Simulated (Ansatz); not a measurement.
# TiO2: the cost of one run

Program: Ansatz 0.2.0. Level of theory: DFT, PBE, plane-wave PAW, default files, scalar-relativistic, frozen cores. These are calculated values, not measurements.

1 further run of the same task is left out (it didn't finish).

### Step 1. The system as given

Symmetry: Pbcn, No. 60, orthorhombic system. Conventional cell: a = 4.515 Å, b = 5.497 Å, c = 4.939 Å, α = 90.00°, β = 90.00°, γ = 90.00°. Ti (site symmetry 2) has 6 O at 1.87 to 2.09 Å as nearest neighbours. Around O (site symmetry 1) lie 3 Ti at 1.87 to 2.09 Å.

Structure file:

```cif
data_structure
_symmetry_space_group_name_H-M 'Pbcn'
_symmetry_Int_Tables_number 60
_cell_length_a 4.5150
_cell_length_b 5.4970
_cell_length_c 4.9390
_cell_angle_alpha 90.000
_cell_angle_beta 90.000
_cell_angle_gamma 90.000
_cell_volume 122.58
loop_
_atom_site_label
_atom_site_type_symbol
_atom_site_symmetry_multiplicity
_atom_site_Wyckoff_symbol
_atom_site_fract_x
_atom_site_fract_y
_atom_site_fract_z
_atom_site_occupancy
Ti1 Ti 4 c 0.00000 0.17453 0.25000 1
O1 O 8 d 0.27040 0.38191 0.41969 1
```

The earlier run gave: gap on the mesh 2.63 eV, largest force 0.003 eV/Å, pressure 5.2 GPa.

The printed gradients, by site:

```tsv
site	atoms	first shell	V_zz (10²¹ V/m²)	η	C_Q (MHz)
Ti	1, 2, 3, 4	6 O at 1.87–2.09 Å	2.73	0.69	16.3 (⁴⁹Ti)
O	5, 6, 7, 8, …	3 Ti at 1.87–2.09 Å; also 1 Ti at 3.18 Å	-2.82	0.50	1.74 (¹⁷O)
```

V_zz is the principal component of the electric field gradient with the largest magnitude, η = (V_xx − V_yy)/V_zz and C_Q = eQV_zz/h. Nuclear quadrupole moments: year-2017 set (Pyykkö).

### Step 2. Z stretched by +1 %

The input, input.yaml:

```yaml
crystal:
  lattice:
    - [4.515, 0.0, 0.0]
    - [0.0, 5.497, 0.0]
    - [0.0, 0.0, 4.98839]
  atoms:
    - { symbol: Ti, position: [0.0, 0.1745283019, 0.25] }
    - { symbol: Ti, position: [0.5, 0.3254716981, 0.75] }
    - { symbol: Ti, position: [0.0, 0.8254716981, 0.75] }
    - { symbol: Ti, position: [0.5, 0.6745283019, 0.25] }
    - { symbol: O, position: [0.270396933, 0.3819147933, 0.4196939629] }
    - { symbol: O, position: [0.229603067, 0.1180852067, 0.9196939629] }
    - { symbol: O, position: [0.770396933, 0.1180852067, 0.5803060371] }
    - { symbol: O, position: [0.729603067, 0.3819147933, 0.0803060371] }
    - { symbol: O, position: [0.729603067, 0.6180852067, 0.5803060371] }
    - { symbol: O, position: [0.770396933, 0.8819147933, 0.0803060371] }
    - { symbol: O, position: [0.229603067, 0.8819147933, 0.4196939629] }
    - { symbol: O, position: [0.270396933, 0.6180852067, 0.9196939629] }
kpoints:
  mp_grid: { grid: [5, 4, 4] }
scf:
  occupations: { method: fermi_dirac, width: 0.02 }
hamiltonian:
  xc: pbe
  pseudopotentials: { kind: paw, frozen_core: stored }
output:
  forces: true
  stress: true
  populations: true
  efg: { quadrupole_moments_barn: { Ti: 0.247, O: -0.02558 } }
```

The run is started by

```console
ansatz run input.yaml --threads 1 --pin off --max-ram 3072MiB --backend cpu --events-out ev --progress --plain --runs-dir out
```

**Question.** How long does this run take on 1 thread of Intel Xeon Platinum 8259CL at 2.50GHz (Skylake/Cascade Lake), shared host, and how much memory does it need?

About 13 s, with a peak of 0.53 GiB.
